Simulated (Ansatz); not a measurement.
## GaN: Born charges and dielectric tensor with LDA

**Measured values to compare with.**

A printed reference work, textbook reports, for a bulk crystal of GaN at 0 K: band gap 3.299 eV (direct).

The system is GaN.

```
Ga N
1.0
     0.00000    2.25350    2.25350
     2.25350    0.00000    2.25350
     2.25350    2.25350    0.00000
Ga N
1 1
Direct
  0.00000 0.00000 0.00000
  0.25000 0.25000 0.25000
```

The cell is a database's computed one.

```yaml
Program: Ansatz 0.2.0
Task: Born charges and dielectric tensor
Functional: LDA
Potentials_or_basis: all-electron PAW datasets made for the crystal
Cutoff: 490 eV (chosen from the basis error)
k_mesh: 10 × 10 × 10
Occupations: fixed
Spin: no spin polarisation
```

```yaml
Band_gap_on_the_k_mesh: 1.74 eV, direct
Electronic_dielectric_tensor_diagonal: 5.94
Born_charges_mean_of_the_diagonal: Ga +2.65; N -2.65 e
```

Levels at points of the mesh, in eV from the valence-band top:
| k point | band 6 | band 7 | band 8 | band 9 | band 10 | band 11 | band 12 | band 13 |
| --- | --- | --- | --- | --- | --- | --- | --- | --- |
| (0.00, 0.00, 0.00) | -13.27 | 0.00 | 0.00 | 0.00 | 1.74 | 10.11 | 10.11 | 10.11 |
| (0.00, 0.00, -0.50) | -11.87 | -7.12 | -0.98 | -0.98 | 4.53 | 8.60 | 10.20 | 10.20 |
| (0.00, -0.50, -0.50) | -11.39 | -6.21 | -2.73 | -2.73 | 3.26 | 6.47 | 11.50 | 13.75 |
| (-0.50, 0.00, 0.00) | -11.87 | -7.12 | -0.98 | -0.98 | 4.53 | 8.60 | 10.20 | 10.20 |
| (-0.50, 0.00, -0.50) | -11.39 | -6.21 | -2.73 | -2.73 | 3.26 | 6.47 | 11.50 | 13.75 |

Electronic dielectric tensor:
```
5.94 0.00 0.00
0.00 5.94 0.00
0.00 0.00 5.94
```

Born effective charge tensors (e):
atom 1, Ga
```
2.65 0.00 0.00
0.00 2.65 0.00
0.00 0.00 2.65
```
atom 2, N
```
-2.65  0.00  0.00
 0.00 -2.65  0.00
 0.00  0.00 -2.65
```

It took 4.8 min on 1 thread of Intel(R) Xeon(R) Processor @ 2.50GHz (Skylake/Cascade Lake), with other jobs on the host, peak memory 1.4 GiB.

Against the measured gap of GaN, 3.299 eV (direct; 0 K; a printed reference work, textbook), the calculated 1.74 eV is off by -1.56 eV. Spin-orbit coupling on Ga is left out. The value is that of LDA, without temperature or zero-point motion. Semilocal functionals fall short of measured gaps as a rule. The cell is a database's relaxed one, not the measured one, which moves gaps too.

Caveat: the program warned that the printed levels may be off, so bands, gaps and densities of states are rough.
